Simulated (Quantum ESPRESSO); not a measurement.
Runs of Quantum ESPRESSO 7.5 on BaTiO3. It takes space group R3m (No. 160, trigonal). The conventional cell has a = 5.655 Å, b = 5.655 Å, c = 6.955 Å, α = 90.00°, β = 90.00°, γ = 120.00°. Ba (site symmetry 3m) is surrounded by 12 O at 2.79 to 2.89 Å. Around Ti (site symmetry 3m) lie 6 O at 1.87 to 2.14 Å. Around O (site symmetry m) lie 2 Ti at 1.87 to 2.14 Å. 

| task | level | potentials or basis | form of the LDA correlation | gap on the mesh (eV) | pressure (GPa) | V0 of scaled cells (Å³/atom) | B0 (GPa) | largest force (eV/Å) |
| --- | --- | --- | --- | --- | --- | --- | --- | --- |
| equation of state | LDA | GBRV 1.5 LDA | PZ81 | - | - | 12.51 | (b) | - |
| band structure | LDA | GBRV 1.5 LDA | PZ81 | 2.40 | -4.8 | - | - | 0.15 |
| equation of state | PBEsol | GBRV 1.5 PBEsol | - | - | - | (a) | 173 | - |
| single point | PBEsol | GBRV 1.5 PBEsol | - | 2.44 | -0.2 | - | - | 0.13 |
| band structure | PBEsol | GBRV 1.5 PBEsol | - | 2.44 | -0.2 | - | - | 0.13 |

Alike in all rows: no spin polarisation; cell as given; k mesh 7 × 7 × 7; cutoff (eV) 612; smearing fermi-dirac 0.05 eV.

**Question.** Fill in the values left out.

**Answer.** (a) 12.83; (b) 188.

Caveats: spin-orbit coupling is left out, which moves the levels of the heavy elements (some runs); the cell was scaled at fixed shape and fractional positions, which overstates the stiffness of a crystal with free parameters, most of all of layers and chains (some runs); an odd mesh through Γ misses points on the zone boundary, where band edges often lie (some runs).

A k mesh can miss the band edges, and the runs leave out spin-orbit coupling on Ba.
